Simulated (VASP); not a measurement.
# CdTe (F-43m) in VASP: a series of runs

One crystal, CdTe, is run at these levels: LDA; tasks: relaxation of the atoms.

Program: VASP 6.6.1. These are calculated values, not measurements. Logs are shortened: lines on timing, memory, paths and dates and some standing lists are left out, and cuts for length are marked.

**What was measured.**

From a printed reference work, data compilation, for a bulk crystal of CdTe at 0 K: band gap 1.607 eV.

The runs below are set against these values where they give the same quantity.

**1. The structure**

The structure is cubic, space group F-43m (No. 216). Conventional cell: a = 6.420 Å, b = 6.420 Å, c = 6.420 Å, α = 90.00°, β = 90.00°, γ = 90.00°. Around Cd (site symmetry -43m) lie 4 Te at 2.78 Å. Te (site symmetry -43m) is surrounded by 4 Cd at 2.78 Å.

**2. Relaxation of the atoms, LDA**

Input file INCAR:

```
SYSTEM = CdTe
PREC = Accurate
ENCUT = 600
EDIFF = 1E-7
ISMEAR = 0
SIGMA = 0.03
LREAL = .FALSE.
LASPH = .TRUE.
NELM = 80
ALGO = Normal
ISIF = 2
LWAVE = .FALSE.
LCHARG = .FALSE.
IBRION = 2
NSW = 40
EDIFFG = -0.01
```

Input file KPOINTS:

```
regular mesh
0
G
  8 8 8
  0 0 0
```

Input file POSCAR:

```
CdTe                                    
1.0
   -0.0000000000      3.2097955501      3.2097955501
    3.2097955501      0.0000000000      3.2097955501
    3.2097955501      3.2097955501     -0.0000000000
  Cd              Te            
     1     1
Direct
     0.0000000000000000    0.0000000000000000    0.0000000000000000
     0.2500000000000000    0.2500000000000000    0.2500000000000000
```

Potentials or basis: VASP PAW LDA potentials, release 64 (Cd, Te).

Run with:

```console
$ cat potpaw_LDA.64/Cd/POTCAR potpaw_LDA.64/Te/POTCAR > POTCAR
$ mpirun -np 1 vasp_std > vasp.out
```

OUTCAR:

```text
SYSTEM = CdTe
   PREC = Accurate
   ENCUT = 600
   EDIFF = 1E-7
   ISMEAR = 0
   LREAL = .FALSE.
   LASPH = .TRUE.
   NELM = 80
   ISIF = 2
   IBRION = 2
   NSW = 40
   EDIFFG = -0.01

 ion  position               nearest neighbor table
   1  0.000  0.000  0.000-   2 2.78   2 2.78   2 2.78   2 2.78
   2  0.250  0.250  0.250-   1 2.78   1 2.78   1 2.78   1 2.78

  LATTYP: Found a face centered cubic cell.
 ALAT       =     6.4195911002

  Lattice vectors:

 A1 = (   0.0000000000,   3.2097955501,   3.2097955501)
 A2 = (   3.2097955501,   0.0000000000,   3.2097955501)
 A3 = (   3.2097955501,   3.2097955501,   0.0000000000)

Analysis of symmetry for initial positions (statically):
=====================================================================
 Subroutine PRICEL returns:
 Original cell was already a primitive cell.

 Routine SETGRP: Setting up the symmetry group for a
 face centered cubic supercell.

 Subroutine GETGRP returns: Found 24 space group operations
 (whereof 24 operations were pure point group operations)
 out of a pool of 48 trial point group operations.

The static configuration has the point symmetry T_d .

Analysis of symmetry for dynamics (positions and initial velocities):
=====================================================================
 Subroutine PRICEL returns:
 Original cell was already a primitive cell.

 Routine SETGRP: Setting up the symmetry group for a
 face centered cubic supercell.

 Subroutine GETGRP returns: Found 24 space group operations
 (whereof 24 operations were pure point group operations)
 out of a pool of 48 trial point group operations.

The dynamic configuration has the point symmetry T_d .

 Subroutine INISYM returns: Found 24 space group operations
 (whereof 24 operations are pure point group operations),
 and found     1 'primitive' translations

----------------------------------------------------------------------------------------

                                     Primitive cell

  volume of cell :      66.1397

  direct lattice vectors                    reciprocal lattice vectors
     0.000000000  3.209795550  3.209795550    -0.155773161  0.155773161  0.155773161
     3.209795550  0.000000000  3.209795550     0.155773161 -0.155773161  0.155773161
     3.209795550  3.209795550  0.000000000     0.155773161  0.155773161 -0.155773161

  length of vectors
     4.539336399  4.539336399  4.539336399     0.269807030  0.269807030  0.269807030

  position of ions in fractional coordinates (direct lattice)
     0.000000000  0.000000000  0.000000000
     0.250000000  0.250000000  0.250000000

  ion indices of the primitive-cell ions
   primitive index   ion index
                 1           1
                 2           2

----------------------------------------------------------------------------------------

 KPOINTS: regular mesh

Automatic generation of k-mesh.
 Grid dimensions read from file:
 generate k-points for:    8    8    8

 Generating k-lattice:

  Cartesian coordinates                     Fractional coordinates (reciprocal lattice)
    -0.019471645  0.019471645  0.019471645     0.125000000  0.000000000  0.000000000
     0.019471645 -0.019471645  0.019471645     0.000000000  0.125000000  0.000000000
     0.019471645  0.019471645 -0.019471645     0.000000000  0.000000000  0.125000000

  Length of vectors
     0.033725879  0.033725879  0.033725879

  Shift w.r.t. Gamma in fractional coordinates (k-lattice)
     0.000000000  0.000000000  0.000000000

 Subroutine IBZKPT returns following result:
 ===========================================

 Found     29 irreducible k-points:

 Following reciprocal coordinates:
            Coordinates               Weight
  0.000000  0.000000  0.000000      1.000000
  0.125000  0.000000  0.000000      8.000000
  0.250000  0.000000  0.000000      8.000000
  0.375000  0.000000  0.000000      8.000000
  0.500000  0.000000  0.000000      4.000000
  0.125000  0.125000  0.000000      6.000000
[... 16 lines left out ...]
  0.500000  0.250000  0.125000     48.000000
 -0.375000  0.250000  0.125000     24.000000
 [... further k-points ...]
   k-points           NKPTS =     29   k-points in BZ     NKDIM =     29   number of bands    NBANDS=     13
   number of dos      NEDOS =    301   number of ions     NIONS =      2
   total plane-waves  NPLWV =  46656
   dimension x,y,z NGX =    36 NGY =   36 NGZ =   36
   dimension x,y,z NGXF=    72 NGYF=   72 NGZF=   72
   ions per type =               1   1
   NGX,Y,Z   is equivalent  to a cutoff of  13.18, 13.18, 13.18 a.u.
   NGXF,Y,Z  is equivalent  to a cutoff of  26.37, 26.37, 26.37 a.u.
 SYSTEM =  CdTe
   PREC   = accura    normal or accurate (medium, high low for compatibility)
   ISTART =      0    job   : 0-new  1-cont  2-samecut
   ICHARG =      2    charge: 1-file 2-atom 10-const
   ISPIN  =      1    spin polarized calculation?
   LNONCOLLINEAR =      F non collinear calculations
   LSORBIT =      F    spin-orbit coupling
   LASPH  =      T    aspherical Exc in radial PAW
   ENCUT  =  600.0 eV  44.10 Ry    6.64 a.u.   9.07  9.07  9.07*2*pi/ulx,y,z
   NELM   =     80;   NELMIN=  2; NELMDL= -5     # of ELM steps
   EDIFF  = 0.1E-06   stopping-criterion for ELM
   LREAL  =      F    real-space projection
   EDIFFG = -.1E-01   stopping-criterion for IOM
   NSW    =     40    number of steps for IOM
   IBRION =      2    ionic relax: 0-MD 1-quasi-New 2-CG
   NFREE  =      1    steps in history (QN), initial steepest desc. (CG)
   ISIF   =      2    stress and relaxation
   ISYM   =      2    0-nonsym 1-usesym 2-fastsym
   POTIM  = 0.5000    time-step for ionic-motion
   TEBEG  =    0.0;   TEEND  =   0.0 temperature during run
   PSTRESS=    0.0 pullay stress
   NELECT =      18.0000    total number of electrons
   NUPDOWN=      -1.0000    fix difference up-down
   EMIN   =  10.00;   EMAX   =-10.00  energy-range for DOS
   EFERMI =   0.00;   METHOD = LEGACY
   ISMEAR =     0;   SIGMA  =   0.03  broadening in eV -4-tet -1-fermi 0-gaus
   EFERMI_NEDOS =   21; number of points for ismear=-14 and -15
   IALGO  =     38    algorithm
   IMIX   =      4    mixing-type and parameters
     AMIX     =   0.40;   BMIX     =  1.00
     AMIX_MAG =   1.60;   BMIX_MAG =  1.00
  volume/ion in A,a.u.               =      33.07       223.17
  Fermi-wavevector in a.u.,A,eV,Ry     =   1.060909  2.004828 15.313748  1.125529
  Thomas-Fermi vector in A             =   2.196307
   LORBIT       =      0    0 simple, 1 ext, 2 COOP (PROOUT), +10 PAW based schemes
   GGA     = CA    functional components
   LHFCALC =     F    Hartree Fock is set to
   AEXX    =    0.0000 exact exchange contribution
   IVDW    =     0    specifies the selected vdW correction
   LEPSILON=     F    determine dielectric tensor
   LRPA    =     F    only Hartree local field effects (RPA)
 conjugate gradient relaxation of ions
 non-spin polarized calculation
 Gauss-broadening in eV      SIGMA  =   0.03
  energy-cutoff  :      600.00
  volume of cell :       66.14
 maximum number of plane-waves:      2229
   NGX = 19   NGY = 19   NGZ = 19

 number of electron      17.9999995 magnetization

 Free energy of the ion-electron system (eV)
  ---------------------------------------------------
  ext. energy  EPLUGINS =         0.00000000
  ---------------------------------------------------
  free energy    TOTEN  =        -6.05087358 eV

  energy without entropy =       -6.05087358  energy(sigma->0) =       -6.05087358

 E-fermi :   2.5685     XC(G=0):  -9.0703

 val. band max:        2.4230209279   @ k =   0.0000   0.0000   0.0000
 cond. band min:       3.0623855762   @ k =   0.0000   0.0000   0.0000
 fundamental gap:      0.6393646482
 Fermi energy:         2.5685211783

 k-point     1 :       0.0000    0.0000    0.0000
  band No.  band energies     occupation
      1      -8.9851      2.00000
      2      -5.9724      2.00000
      3      -5.9724      2.00000
      4      -5.9724      2.00000
      5      -5.6865      2.00000
      6      -5.6865      2.00000
      7       2.4230      2.00000
      8       2.4230      2.00000
      9       2.4230      2.00000
     10       3.0624      0.00000
     11       6.9042      0.00000
     12       6.9042      0.00000
     13       6.9042      0.00000

 k-point     2 :       0.1250    0.0000    0.0000
  band No.  band energies     occupation
      1      -8.9220      2.00000
      2      -5.9602      2.00000
      3      -5.9602      2.00000
      4      -5.9267      2.00000
      5      -5.6876      2.00000
      6      -5.6876      2.00000
      7       1.1154      2.00000
      8       2.2741      2.00000
      9       2.2741      2.00000
     10       3.9898      0.00000
     11       6.8841      0.00000
     12       7.1258      0.00000
     13       7.1258      0.00000

 k-point     3 :       0.2500    0.0000    0.0000
  band No.  band energies     occupation
      1      -8.7683      2.00000
      2      -5.9332      2.00000
      3      -5.9332      2.00000
      4      -5.7690      2.00000
      5      -5.6873      2.00000
      6      -5.6873      2.00000
      7      -0.4476      2.00000
      8       1.9615      2.00000
      9       1.9615      2.00000
     10       4.3006      0.00000
     11       7.4746      0.00000
     12       7.4746      0.00000
     13       7.6919      0.00000

 k-point     4 :       0.3750    0.0000    0.0000
  band No.  band energies     occupation
      1      -8.6153      2.00000
      2      -5.9108      2.00000
      3      -5.9108      2.00000
      4      -5.6815      2.00000
      5      -5.6815      2.00000
      6      -5.4969      2.00000
      7      -1.7090      2.00000
      8       1.6942      2.00000
      9       1.6942      2.00000
     10       4.1792      0.00000
     11       7.5408      0.00000
     12       7.5408      0.00000
     13       8.9710      0.00000

 k-point     5 :       0.5000    0.0000    0.0000
  band No.  band energies     occupation
      1      -8.5530      2.00000
      2      -5.9032      2.00000
      3      -5.9032      2.00000
      4      -5.6770      2.00000
      5      -5.6770      2.00000
      6      -5.3181      2.00000
      7      -2.2422      2.00000
      8       1.5930      2.00000
      9       1.5930      2.00000
     10       4.1090      0.00000
     11       7.5067      0.00000
     12       7.5067      0.00000
     13       9.3011      0.00000
[... 257 lines left out ...]
 k-point    22 :       0.3750    0.2500    0.1250
  band No.  band energies     occupation
      1      -8.6556      2.00000
      2      -5.9028      2.00000
      3      -5.8898      2.00000
      4      -5.7457      2.00000
      5      -5.6770      2.00000
      6      -5.6079      2.00000
      7      -0.8120      2.00000
      8       0.8206      2.00000
      9       1.5427      2.00000
     10       5.5103      0.00000
     11       6.2469      0.00000
     12       7.7757      0.00000
     13       8.6424      0.00000

 k-point    23 :       0.5000    0.2500    0.1250
  band No.  band energies     occupation
      1      -8.5361      2.00000
      2      -5.8816      2.00000
      3      -5.8703      2.00000
      4      -5.7192      2.00000
      5      -5.6765      2.00000
      6      -5.3693      2.00000
      7      -1.6409      2.00000
      8       0.3405      2.00000
      9       1.2213      2.00000
     10       5.6218      0.00000
     11       6.8410      0.00000
     12       7.7588      0.00000
     13       9.0892      0.00000

 k-point    24 :      -0.3750    0.2500    0.1250
  band No.  band energies     occupation
      1      -8.4878      2.00000
      2      -5.8764      2.00000
      3      -5.8620      2.00000
      4      -5.7052      2.00000
      5      -5.6814      2.00000
      6      -5.2158      2.00000
      7      -2.0373      2.00000
      8       0.2145      2.00000
      9       1.0637      2.00000
     10       5.5990      0.00000
     11       6.8577      0.00000
     12       8.3385      0.00000
     13       9.5428      0.00000

 [... further k-points ...]
[... 5 lines left out ...]
  --------------------------------------------------------------------------------------
  -------------------------------------------------------------------------------------
  Total       -0.0046773     -0.0046773     -0.0046773      0.0000000      0.0000000      0.0000000
  in kB       -0.1133024     -0.1133024     -0.1133024      0.0000000      0.0000000      0.0000000
  external PRESSURE =      -0.1133024 kB  Pullay stress =       0.0000000 kB

 VOLUME and BASIS-vectors are now :
 -----------------------------------------------------------------------------
  energy-cutoff  :      600.00
  volume of cell :       66.14
      direct lattice vectors                 reciprocal lattice vectors
     0.000000000  3.209795550  3.209795550    -0.155773161  0.155773161  0.155773161
     3.209795550  0.000000000  3.209795550     0.155773161 -0.155773161  0.155773161
     3.209795550  3.209795550  0.000000000     0.155773161  0.155773161 -0.155773161

 POSITION                                       TOTAL-FORCE (eV/Angst)
 -----------------------------------------------------------------------------------
      0.00000      0.00000      0.00000         0.000000      0.000000      0.000000
      1.60490      1.60490      1.60490        -0.000000     -0.000000     -0.000000
 -----------------------------------------------------------------------------------
    total drift:                                0.000000      0.000000      0.000000

  FREE ENERGIE OF THE ION-ELECTRON SYSTEM (eV)
  ---------------------------------------------------
  free  energy   TOTEN  =        -6.0508735821 eV

  energy  without entropy=       -6.0508735821  energy(sigma->0) =       -6.05087358

 reached required accuracy - stopping structural energy minimisation
```

Wall time 13 s (1 thread of Intel Xeon Platinum 8488C (Sapphire Rapids), shared host); peak memory 0.19 GiB.

What came out:

```
Free energy             : -6.0509 eV
Pressure after relaxing : 0.0 GPa
Band gap on the k mesh  : 0.64 eV, direct
```

Final structure:
```
Cd Te
1.0
     0.00000    3.20980    3.20980
     3.20980    0.00000    3.20980
     3.20980    3.20980    0.00000
Cd Te
1 1
Cartesian
  0.0000 0.0000 0.0000
  1.6049 1.6049 1.6049
```

Caveat: the relaxation stopped at its first step, so nothing moved; spin-orbit coupling is left out, which moves the levels of the heavy elements.

[end of part 1 of 3]
